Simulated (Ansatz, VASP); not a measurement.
# Nb in VASP and in Ansatz

The input INCAR:

```
SYSTEM = Nb
PREC = Accurate
ENCUT = 520
EDIFF = 1E-7
ISMEAR = -1
SIGMA = 0.1
LREAL = .False.
LASPH = .True.
NELM = 100
ALGO = Normal
ISIF = 2
LWAVE = .False.
LCHARG = .False.
NBANDS = 12
```

File KPOINTS:

```
Automatic mesh
0
Gamma
  16 16 16
  0 0 0
```

The input POSCAR:

```
Nb
1.0
   -1.5076314305      1.5076314305      1.5076314305
    1.5076314305     -1.5076314305      1.5076314305
    1.5076314305      1.5076314305     -1.5076314305
Nb
1
Direct
    0.0000000000      0.0000000000      0.0000000000
```

Input for Ansatz:

```yaml
crystal:
  lattice:
    - [-1.5076314305, 1.5076314305, 1.5076314305]
    - [1.5076314305, -1.5076314305, 1.5076314305]
    - [1.5076314305, 1.5076314305, -1.5076314305]
  atoms:
    - { symbol: Nb, position: [0.0, 0.0, 0.0] }
kpoints:
  mp_grid: { grid: [16, 16, 16] }
scf:
  occupations: { method: fermi_dirac, width: 0.1 }
hamiltonian:
  xc: lda
  pseudopotentials: { kind: all_electron, lapw: { basis_error: 0.001 } }
output:
  forces: true
  stress: true
  eigenvalues: true
  populations: true
```

Change from the starting cell: volume scaled by 0.8, LAPW.

Alike in both runs: task single point; functional LDA; k mesh 16 × 16 × 16; occupations fermi-dirac, width 0.1 eV; no spin polarisation.

|  | VASP | Ansatz |
| --- | --- | --- |
| version | VASP 6.6.1 | Ansatz 0.2.0 |
| potentials or method | VASP PAW LDA potentials, release 64 (Nb_sv) | all-electron LAPW, scalar-relativistic |
| plane-wave cutoff (eV) | 520 | see its input |

|  | VASP | Ansatz | Ansatz less VASP |
| --- | --- | --- | --- |
| pressure (GPa) | 63.5 | 63.4 | -0.07 |

Ansatz ran all-electron here, so the differences hold the error of VASP's frozen core and of both bases.

Caveats: the cell as given lies far from equilibrium; so large a pressure means that the cell lies far from this level's equilibrium, or that cutoff or potentials fall short (VASP).
